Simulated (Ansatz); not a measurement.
Effect of pressure 15 GPa on RuO2

The reference is RuO$_{2}$ in the rutile structure (space group P4_2/mnm, No. 136; a = 4.525 Å, c = 3.120 Å).

Modification: cell and atoms relaxed at a pressure of 15 GPa.

The values are results of DFT with PBE, PAW potentials and a 420 eV plane-wave cutoff in Ansatz (a program for electronic structure), no spin-orbit coupling, earlier PAW set, not measurements. k-mesh 10×10×15 (Γ-centred); smearing 0.05 eV (Fermi–Dirac).

```tsv
quantity	base	changed	shift
volume per atom	10.64 Å³	10.10 Å³	-0.547 Å³
density	6.92 g/cm³	7.30 g/cm³	+0.38 g/cm³
lattice parameter a	4.525 Å	4.428 Å	-0.097 Å
c/a ratio	0.689	0.698	+0.0085
shortest interatomic distance	1.956 Å	1.916 Å	-0.040 Å
band gap	zero	zero	–
```

Load acts through the strain it causes; cell and atoms are relaxed under it. No phonon test of stability was made. Competing high-pressure phases were not computed. No Hubbard U is applied, and correlation can decide whether such a compound is a metal. The final runs are not spin-polarised.
